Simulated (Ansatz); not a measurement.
The system is SrCl2.

```xyz
3
Lattice="0.0000 3.4884 3.4884 3.4884 0.0000 3.4884 3.4884 3.4884 0.0000" Properties=species:S:1:pos:R:3 pbc="T T T"
Sr    0.0000    0.0000    0.0000
Cl    5.2325    5.2325    5.2325
Cl    1.7442    1.7442    1.7442
```

Base run:

| Quantity | Value |
| --- | --- |
| Program | Ansatz 0.2.0 |
| Functional | PBE0 |
| Potentials or basis | Ansatz PAW |
| Cutoff | 420 eV (not typed: the program's choice for these potentials) |
| k mesh | 4 × 4 × 4 |
| Occupations | fermi-dirac, width 0.05 eV |
| Spin | no spin polarisation |

Its results: band gap on the k mesh 7.35 eV, indirect (least direct gap 7.58 eV); pressure 0.4 GPa.

**Question.** The run is repeated on the same cell with these changes: functional from PBE0 to HSE06. What comes out?

**Answer.** Band gap on the k mesh 6.62 eV, indirect (least direct gap 6.83 eV); pressure 0.5 GPa.

Caveats: the PAW data sets come from PBE, with cores solved anew for the run's functional, which leaves a small shift of forces and pressure; the thresholds are loose for stress.
